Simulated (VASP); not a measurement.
# CdSe (P6_3mc) in VASP: single point with r2SCAN

Aim: the single point of CdSe with r2SCAN.

Everything below comes from runs of VASP 6.6.1. Logs are shortened: lines on timing, memory, paths and dates and some standing lists are left out, and cuts for length are marked.

**Experimental background.**

From a printed reference work, data compilation, for a bulk crystal of CdSe at 2 K: band gap 1.841 eV.

The results are compared with them further down.

## Step 1: The cell of the first run

Symmetry: P6_3mc, No. 186, hexagonal system. The conventional cell has a = 4.298 Å, b = 4.298 Å, c = 7.015 Å, α = 90.00°, β = 90.00°, γ = 120.00°. Within 3.5 Å of Cd (site symmetry 3m) lie 4 Se at 2.63 Å. Se (site symmetry 3m) has 4 Cd at 2.63 Å within 3.5 Å.

## Step 2: Single point, r2SCAN

POSCAR

```
CdSe
1.0
    4.2984999142      0.0000000000      0.0000000000
   -2.1492499571      3.7226101239      0.0000000000
    0.0000000000      0.0000000000      7.0152000000
Cd Se
2 2
Direct
    0.6666666667      0.3333333333      0.0000000000
    0.3333333333      0.6666666667      0.5000000000
    0.6666666667      0.3333333333      0.3750000000
    0.3333333333      0.6666666667      0.8750000000
```

INCAR.step1

```
PREC     = Accurate       # precision mode
ENCUT    = 520            # plane-wave cutoff, eV
ISMEAR   = 0              # smearing method
SIGMA    = 0.1            # smearing width, eV
LREAL    = F              # projectors in reciprocal space
LASPH    = T              # aspherical terms in the spheres
NELM     = 60             # most SCF steps
NBANDS   = 26             # bands
GGA      = PE             # functional
ALGO     = Normal         # electronic algorithm
EDIFF    = 1E-4           # SCF threshold, eV
LWAVE    = T              # write WAVECAR
LCHARG   = F              # write CHGCAR
```

INCAR.step2

```
PREC     = Accurate       # precision mode
ENCUT    = 520            # plane-wave cutoff, eV
EDIFF    = 1E-7           # SCF threshold, eV
ISMEAR   = 0              # smearing method
SIGMA    = 0.1            # smearing width, eV
LREAL    = F              # projectors in reciprocal space
LASPH    = T              # aspherical terms in the spheres
NELM     = 60             # most SCF steps
ALGO     = Normal         # electronic algorithm
ISIF     = 2              # what is computed and relaxed
LWAVE    = F              # write WAVECAR
LCHARG   = F              # write CHGCAR
METAGGA  = R2SCAN         # meta-GGA
LMIXTAU  = T            
NBANDS   = 26             # bands
ISTART   = 1
```

KPOINTS

```
Automatic mesh
0
Gamma
  6 6 4
```

Potentials or basis: VASP PAW PBE potentials, release 64 (Cd, Se).

Started as:

```sh
$ cat potpaw_PBE.64/Cd/POTCAR potpaw_PBE.64/Se/POTCAR > POTCAR
$ cp INCAR.step1 INCAR
$ mpirun -np 1 vasp_std > vasp.out
$ cp INCAR.step2 INCAR
$ mpirun -np 1 vasp_std > vasp.out
```

OUTCAR:

```text
PREC = Accurate
   ENCUT = 520
   EDIFF = 1E-7
   ISMEAR = 0
   LREAL = F
   LASPH = T
   NELM = 60
   ISIF = 2
   METAGGA = R2SCAN
   ISTART = 1

 ion  position               nearest neighbor table
   1  0.667  0.333  0.000-   3 2.63   4 2.63   4 2.63   4 2.63
   2  0.333  0.667  0.500-   4 2.63   3 2.63   3 2.63   3 2.63
   3  0.667  0.333  0.375-   1 2.63   2 2.63   2 2.63   2 2.63
   4  0.333  0.667  0.875-   2 2.63   1 2.63   1 2.63   1 2.63

  LATTYP: Found a hexagonal cell.
 ALAT       =     4.2984999142
 C/A-ratio  =     1.6320111993

  Lattice vectors:

 A1 = (   4.2984999142,   0.0000000000,   0.0000000000)
 A2 = (  -2.1492499571,   3.7226101239,   0.0000000000)
 A3 = (   0.0000000000,   0.0000000000,   7.0152000000)

Analysis of symmetry for initial positions (statically):
=====================================================================
 Subroutine PRICEL returns:
 Original cell was already a primitive cell.

 Routine SETGRP: Setting up the symmetry group for a
 hexagonal supercell.

 Subroutine GETGRP returns: Found 12 space group operations
 (whereof  6 operations were pure point group operations)
 out of a pool of 24 trial point group operations.

The static configuration has the point symmetry C_3v.
 The point group associated with its full space group is C_6v.

Analysis of symmetry for dynamics (positions and initial velocities):
=====================================================================
 Subroutine PRICEL returns:
 Original cell was already a primitive cell.

 Routine SETGRP: Setting up the symmetry group for a
 hexagonal supercell.

 Subroutine GETGRP returns: Found 12 space group operations
 (whereof  6 operations were pure point group operations)
 out of a pool of 24 trial point group operations.

The dynamic configuration has the point symmetry C_3v.
 The point group associated with its full space group is C_6v.

 Subroutine INISYM returns: Found 12 space group operations
 (whereof  6 operations are pure point group operations),
 and found     1 'primitive' translations

----------------------------------------------------------------------------------------

                                     Primitive cell

  volume of cell :     112.2547

  direct lattice vectors                    reciprocal lattice vectors
     4.298499914  0.000000000  0.000000000     0.232639297  0.134314361  0.000000000
    -2.149249957  3.722610124  0.000000000     0.000000000  0.268628722  0.000000000
     0.000000000  0.000000000  7.015200000     0.000000000  0.000000000  0.142547611

  length of vectors
     4.298499914  4.298499914  7.015200000     0.268628722  0.268628722  0.142547611

  position of ions in fractional coordinates (direct lattice)
     0.666666667  0.333333333  0.000000000
     0.333333333  0.666666667  0.500000000
     0.666666667  0.333333333  0.375000000
     0.333333333  0.666666667  0.875000000

  ion indices of the primitive-cell ions
   primitive index   ion index
                 1           1
                 2           2
                 3           3
                 4           4

----------------------------------------------------------------------------------------

 KPOINTS: Automatic mesh

Automatic generation of k-mesh.
 Grid dimensions read from file:
 generate k-points for:    6    6    4

 Generating k-lattice:

  Cartesian coordinates                     Fractional coordinates (reciprocal lattice)
     0.038773216  0.022385727  0.000000000     0.166666667  0.000000000  0.000000000
     0.000000000  0.044771454  0.000000000     0.000000000  0.166666667  0.000000000
     0.000000000  0.000000000  0.035636903     0.000000000  0.000000000  0.250000000

  Length of vectors
     0.044771454  0.044771454  0.035636903

  Shift w.r.t. Gamma in fractional coordinates (k-lattice)
     0.000000000  0.000000000  0.000000000

 Subroutine IBZKPT returns following result:
 ===========================================

 Found     21 irreducible k-points:

 Following reciprocal coordinates:
            Coordinates               Weight
  0.000000  0.000000  0.000000      1.000000
  0.166667  0.000000  0.000000      6.000000
  0.333333  0.000000  0.000000      6.000000
  0.500000  0.000000  0.000000      3.000000
  0.166667  0.166667  0.000000      6.000000
  0.333333  0.166667  0.000000     12.000000
[... 13 lines left out ...]
  0.333333  0.166667  0.500000     12.000000
  0.333333  0.333333  0.500000      2.000000
   k-points           NKPTS =     21   k-points in BZ     NKDIM =     21   number of bands    NBANDS=     26
   number of dos      NEDOS =    301   number of ions     NIONS =      4
   total plane-waves  NPLWV =  55296
   dimension x,y,z NGX =    32 NGY =   32 NGZ =   54
   dimension x,y,z NGXF=    64 NGYF=   64 NGZF=  108
   ions per type =               2   2
   NGX,Y,Z   is equivalent  to a cutoff of  12.38, 12.38, 12.80 a.u.
   NGXF,Y,Z  is equivalent  to a cutoff of  24.75, 24.75, 25.59 a.u.
 SYSTEM =  unknown system
   PREC   = accura    normal or accurate (medium, high low for compatibility)
   ISTART =      1    job   : 0-new  1-cont  2-samecut
   ICHARG =      0    charge: 1-file 2-atom 10-const
   ISPIN  =      1    spin polarized calculation?
   LNONCOLLINEAR =      F non collinear calculations
   LSORBIT =      F    spin-orbit coupling
   LASPH  =      T    aspherical Exc in radial PAW
   ENCUT  =  520.0 eV  38.22 Ry    6.18 a.u.   7.99  7.99 13.04*2*pi/ulx,y,z
   NELM   =     60;   NELMIN=  2; NELMDL=  0     # of ELM steps
   EDIFF  = 0.1E-06   stopping-criterion for ELM
   LREAL  =      F    real-space projection
   EDIFFG = 0.1E-05   stopping-criterion for IOM
   NSW    =      0    number of steps for IOM
   IBRION =     -1    ionic relax: 0-MD 1-quasi-New 2-CG
   NFREE  =      0    steps in history (QN), initial steepest desc. (CG)
   ISIF   =      2    stress and relaxation
   ISYM   =      2    0-nonsym 1-usesym 2-fastsym
   POTIM  = 0.5000    time-step for ionic-motion
   TEBEG  =    0.0;   TEEND  =   0.0 temperature during run
   PSTRESS=    0.0 pullay stress
   NELECT =      36.0000    total number of electrons
   NUPDOWN=      -1.0000    fix difference up-down
   EMIN   =  10.00;   EMAX   =-10.00  energy-range for DOS
   EFERMI =   0.00;   METHOD = LEGACY
   ISMEAR =     0;   SIGMA  =   0.10  broadening in eV -4-tet -1-fermi 0-gaus
   EFERMI_NEDOS =   21; number of points for ismear=-14 and -15
   IALGO  =     38    algorithm
   IMIX   =      4    mixing-type and parameters
     AMIX     =   0.40;   BMIX     =  1.00
     AMIX_MAG =   1.60;   BMIX_MAG =  1.00
  volume/ion in A,a.u.               =      28.06       189.38
  Fermi-wavevector in a.u.,A,eV,Ry     =   1.120575  2.117579 17.084668  1.255688
  Thomas-Fermi vector in A             =   2.257222
   LORBIT       =      0    0 simple, 1 ext, 2 COOP (PROOUT), +10 PAW based schemes
   METAGGA = R2SCAN    functional components
   LHFCALC =     F    Hartree Fock is set to
   AEXX    =    0.0000 exact exchange contribution
   IVDW    =     0    specifies the selected vdW correction
   LEPSILON=     F    determine dielectric tensor
   LRPA    =     F    only Hartree local field effects (RPA)
 non-spin polarized calculation
 Gauss-broadening in eV      SIGMA  =   0.10
  energy-cutoff  :      520.00
  volume of cell :      112.25
 maximum number of plane-waves:      3042
 NGX is ok and might be reduce to    32
   NGX = 15   NGY = 15   NGZ = 27

 number of electron      35.9999998 magnetization

 Free energy of the ion-electron system (eV)
  ---------------------------------------------------
  ext. energy  EPLUGINS =         0.00000000
  ---------------------------------------------------
  free energy    TOTEN  =       -71.80918833 eV

  energy without entropy =      -71.80918833  energy(sigma->0) =      -71.80918833

 E-fermi :   1.1235     XC(G=0):  -9.4317

 val. band max:        0.6684934321   @ k =   0.0000   0.0000   0.0000
 cond. band min:       1.8262107428   @ k =   0.0000   0.0000   0.0000
 fundamental gap:      1.1577173106
 Fermi energy:         1.1234525208

 k-point     1 :       0.0000    0.0000    0.0000
  band No.  band energies     occupation
      1     -12.3736      2.00000
      2     -11.9857      2.00000
      3      -7.5040      2.00000
      4      -7.4918      2.00000
      5      -7.4918      2.00000
      6      -7.4163      2.00000
[... 18 lines left out ...]
     25       8.2553      0.00000
     26       8.8285      0.00000

 k-point     2 :       0.1667    0.0000    0.0000
  band No.  band energies     occupation
      1     -12.2888      2.00000
      2     -11.9480      2.00000
      3      -7.4759      2.00000
      4      -7.4617      2.00000
      5      -7.4230      2.00000
      6      -7.3752      2.00000
[... 18 lines left out ...]
     25       8.3529      0.00000
     26       8.9061      0.00000

 k-point     3 :       0.3333    0.0000    0.0000
  band No.  band energies     occupation
      1     -12.1042      2.00000
      2     -11.8846      2.00000
      3      -7.4279      2.00000
      4      -7.4136      2.00000
      5      -7.3024      2.00000
      6      -7.2891      2.00000
[... 18 lines left out ...]
     25       8.9822      0.00000
     26       9.5661      0.00000

 k-point     4 :       0.5000    0.0000    0.0000
  band No.  band energies     occupation
      1     -11.9934      2.00000
      2     -11.8700      2.00000
      3      -7.4109      2.00000
      4      -7.3973      2.00000
      5      -7.2495      2.00000
      6      -7.2356      2.00000
[... 18 lines left out ...]
     25       9.1097      0.00000
     26      11.0159      0.00000

 k-point     5 :       0.1667    0.1667    0.0000
  band No.  band energies     occupation
      1     -12.1534      2.00000
      2     -11.8982      2.00000
      3      -7.4317      2.00000
      4      -7.4289      2.00000
      5      -7.3249      2.00000
      6      -7.3225      2.00000
[... 18 lines left out ...]
     25       9.0563      0.00000
     26       9.1889      0.00000

 k-point     6 :       0.3333    0.1667    0.0000
  band No.  band energies     occupation
      1     -11.9950      2.00000
      2     -11.8701      2.00000
      3      -7.4186      2.00000
      4      -7.3778      2.00000
      5      -7.2678      2.00000
      6      -7.2532      2.00000
[... 340 lines left out ...]
 k-point    18 :       0.5000    0.0000    0.5000
  band No.  band energies     occupation
      1     -11.9246      2.00000
      2     -11.9246      2.00000
      3      -7.3751      2.00000
      4      -7.3751      2.00000
      5      -7.3205      2.00000
      6      -7.3205      2.00000
[... 18 lines left out ...]
     25       9.1526      0.00000
     26       9.1526      0.00000

 k-point    19 :       0.1667    0.1667    0.5000
  band No.  band energies     occupation
      1     -12.0206      2.00000
      2     -12.0206      2.00000
      3      -7.3873      2.00000
      4      -7.3873      2.00000
      5      -7.3639      2.00000
      6      -7.3639      2.00000
[... 18 lines left out ...]
     25       8.7152      0.00000
     26       8.7152      0.00000

 k-point    20 :       0.3333    0.1667    0.5000
  band No.  band energies     occupation
      1     -11.9254      2.00000
      2     -11.9254      2.00000
      3      -7.3597      2.00000
      4      -7.3597      2.00000
      5      -7.3260      2.00000
      6      -7.3260      2.00000
[... 18 lines left out ...]
     25       9.2131      0.00000
     26       9.2131      0.00000

 k-point    21 :       0.3333    0.3333    0.5000
  band No.  band energies     occupation
      1     -11.8945      2.00000
      2     -11.8945      2.00000
      3      -7.3373      2.00000
      4      -7.3373      2.00000
      5      -7.3241      2.00000
      6      -7.3241      2.00000
[... 18 lines left out ...]
     25      10.0068      0.00000
     26      10.0068      0.00000

------------------------ aborting loop because EDIFF is reached ----------------------------------------

  FORCE on cell =-STRESS in cart. coord.  units (eV):
  Direction    XX          YY          ZZ          XY          YZ          ZX
  --------------------------------------------------------------------------------------
  -------------------------------------------------------------------------------------
  Total        1.2446108      1.2446108      1.3471157      0.0000000      0.0000000      0.0000000
  in kB       17.7639531     17.7639531     19.2269738      0.0000000      0.0000000      0.0000000
  external PRESSURE =      18.2516267 kB  Pullay stress =       0.0000000 kB

 VOLUME and BASIS-vectors are now :
 -----------------------------------------------------------------------------
  energy-cutoff  :      520.00
  volume of cell :      112.25
      direct lattice vectors                 reciprocal lattice vectors
     4.298499914  0.000000000  0.000000000     0.232639297  0.134314361  0.000000000
    -2.149249957  3.722610124  0.000000000     0.000000000  0.268628722  0.000000000
     0.000000000  0.000000000  7.015200000     0.000000000  0.000000000  0.142547611

 POSITION                                       TOTAL-FORCE (eV/Angst)
 -----------------------------------------------------------------------------------
      2.14925      1.24087      0.00000         0.000000     -0.000000     -0.021522
     -0.00000      2.48174      3.50760        -0.000000      0.000000     -0.021522
      2.14925      1.24087      2.63070         0.000000     -0.000000      0.021522
     -0.00000      2.48174      6.13830         0.000000      0.000000      0.021522
 -----------------------------------------------------------------------------------
    total drift:                               -0.000000     -0.000000     -0.003175

  FREE ENERGIE OF THE ION-ELECTRON SYSTEM (eV)
  ---------------------------------------------------
  free  energy   TOTEN  =       -71.8091883273 eV

  energy  without entropy=      -71.8091883273  energy(sigma->0) =      -71.80918833
```

Run time: 4.4 min. Hardware: 1 thread of AMD EPYC 7R43 (Zen 3), shared host; peak memory 0.23 GiB.

Results:

```
Free energy            : -71.8092 eV
Pressure               : 1.8 GPa
Largest force          : 0.022 eV/Å
Band gap on the k mesh : 1.16 eV, direct
```

Forces in eV/Å, atoms in the order of the input:
```
Cd   0.000  0.000 -0.022
Cd   0.000  0.000 -0.022
Se   0.000  0.000  0.022
Se   0.000  0.000  0.022
```

Stress tensor (GPa, compression positive):
```
1.78 0.00 0.00
0.00 1.78 0.00
0.00 0.00 1.92
```

Levels at points of the mesh, in eV from the valence-band top:
```tsv
k point	band 16	band 17	band 18	band 19	band 20	band 21
(0.00, 0.00, 0.00)	-0.05	0.00	0.00	1.16	2.68	6.38
(0.50, 0.00, 0.00)	-1.90	-1.37	-0.77	3.69	3.71	5.08
(0.00, 0.00, 0.50)	-0.41	-0.41	-0.41	2.85	2.85	6.31
(0.50, 0.00, 0.50)	-1.39	-1.37	-1.37	3.34	3.34	5.28
```

Caveat: the PAW data sets were made with another functional, which shifts forces and pressure a little.

## Step 3: Against experiment

Step 2. A measured gap of CdSe is 1.841 eV (2 K; a printed reference work, data compilation); the calculated 1.16 eV misses it by -0.68 eV. Spin-orbit coupling on Cd, Se is left out. The value is that of r2SCAN, without temperature or zero-point motion.
